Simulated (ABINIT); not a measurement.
The system is SnSe.

```
Sn Se
1.0
     0.00000    3.01000    3.01000
     3.01000    0.00000    3.01000
     3.01000    3.01000    0.00000
Sn Se
1 1
Cartesian
  0.0000 0.0000 0.0000
  3.0100 3.0100 3.0100
```

Measurements of this composition are mostly on another form, of space group No. 62.

| Property | Result |
| --- | --- |
| Program | ABINIT 10.8.3 (patched build) |
| Task | relaxation of cell and atoms |
| Functional | LDA |
| Potentials or basis | PseudoDojo NC SR LDA v0.4.1 standard |
| Cutoff | 1170 eV |
| k mesh | 6 × 6 × 6 |
| Occupations | fermi-dirac, width 0.05 eV |
| Spin | no spin polarisation |

At the start: pressure -3.7 GPa; volume 27.27 Å³/atom.

**Question.** How do energy, volume and symmetry change on relaxing?

**Answer.** Over 5 steps the energy falls by 22.5 meV/atom and the volume is 25.43 Å³/atom (-6.8 %); space group Fm-3m (No. 225, to 0.05 Å).

The path:
```tsv
step	energy change (eV)	largest force (eV/Å)	pressure (GPa)	volume (Å³)
1	0.0000	0.0000	-3.67	54.54
2	-0.0130	0.0000	-3.16	53.93
3	-0.0446	0.0000	0.38	50.54
4	-0.0450	0.0000	-0.03	50.88
5	-0.0450	0.0000	0.00	50.85
```

Final structure:
```
CELL_PARAMETERS angstrom
0.00000 2.94055 2.94055
2.94055 0.00000 2.94055
2.94055 2.94055 0.00000
ATOMIC_POSITIONS crystal
Sn 0.00000 0.00000 0.00000
Se 0.50000 0.50000 0.50000
```
